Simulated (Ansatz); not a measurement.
Bands of Se

```xyz
1
Lattice="0.0000 2.1662 2.1662 2.1662 0.0000 2.1662 2.1662 2.1662 0.0000" Properties=species:S:1:pos:R:3 pbc="T T T"
Se    0.0000    0.0000    0.0000
```

The cell was built from the fcc type and relaxed in the same program, and has space group Fm-3m; it needn't be a known or the stable phase.

The calculation used Ansatz 0.2.0, DFT, PBE, all-electron LAPW, scalar-relativistic.

Settings: a Γ-centred 16×16×16 k mesh, Fermi–Dirac smearing of 0.03 eV, basis error target 0.25 meV/atom, no spin polarisation.

Points in fractions of the reciprocal vectors of this cell: Γ (0, 0, 0), X (0.5, 0, 0.5), U (0.625, 0.25, 0.625), K (0.375, 0.375, 0.75), L (0.5, 0.5, 0.5), W (0.5, 0.25, 0.75). The path joins them by straight lines in the order Γ–X–U–K–Γ–L–W–X; legs that retrace an earlier one aren't tabulated. Energies are in eV from the Fermi level.

Q: Metal or insulator at this level of theory?

A: No gap opens: metallic or semimetallic.

Q: Tabulate bands 9 to 14, counted from the lowest band of the run, along the path.

A: 
```tsv
k (1/Å)	point	band 9	band 10	band 11	band 12	band 13	band 14
0.00	Γ	-48.38	-16.04	3.03	3.03	3.03	11.10
0.36		-48.38	-15.63	1.51	2.19	2.19	10.07
0.73		-48.37	-14.45	-1.35	0.70	0.70	7.82
1.09		-48.37	-12.73	-4.26	-0.40	-0.40	5.90
1.45	X	-48.37	-11.61	-5.83	-0.80	-0.80	4.99
1.58		-48.37	-11.60	-5.77	-1.18	-0.75	5.22
1.71		-48.37	-11.58	-5.60	-2.05	-0.61	5.54
1.83		-48.37	-11.58	-5.31	-3.01	-0.39	5.88
1.96	U	-48.37	-11.64	-4.92	-3.83	-0.09	6.30
2.19		-48.37	-11.71	-4.80	-3.77	-0.59	7.58
2.41		-48.37	-11.74	-4.84	-3.37	-1.21	9.22
2.63		-48.37	-11.71	-4.80	-3.77	-0.59	7.58
2.85	K	-48.37	-11.64	-4.92	-3.83	-0.09	6.30
3.24		-48.37	-12.60	-4.47	-3.12	1.17	8.19
3.62		-48.37	-14.29	-2.52	-0.60	2.41	10.89
4.00		-48.38	-15.58	0.74	1.94	2.96	11.04
4.39	Γ	-48.38	-16.04	3.03	3.03	3.03	11.10
4.70		-48.38	-15.73	1.11	2.79	2.79	10.70
5.02		-48.38	-14.85	-2.29	2.31	2.31	9.43
5.33		-48.37	-13.61	-5.31	1.92	1.92	8.73
5.65	L	-48.37	-12.84	-6.69	1.77	1.77	8.51
5.90		-48.37	-12.69	-6.47	0.52	1.41	9.52
6.16		-48.37	-12.26	-5.83	-1.64	0.32	9.05
6.41		-48.37	-11.74	-4.84	-3.37	-1.21	9.22
6.67	W	-48.37	-11.48	-4.06	-4.06	-2.23	9.59
6.85		-48.37	-11.50	-4.81	-3.13	-2.06	8.61
7.03		-48.37	-11.55	-5.37	-2.12	-1.61	6.93
7.21		-48.37	-11.59	-5.71	-1.20	-1.07	5.55
7.40	X	-48.37	-11.61	-5.83	-0.80	-0.80	4.99
```
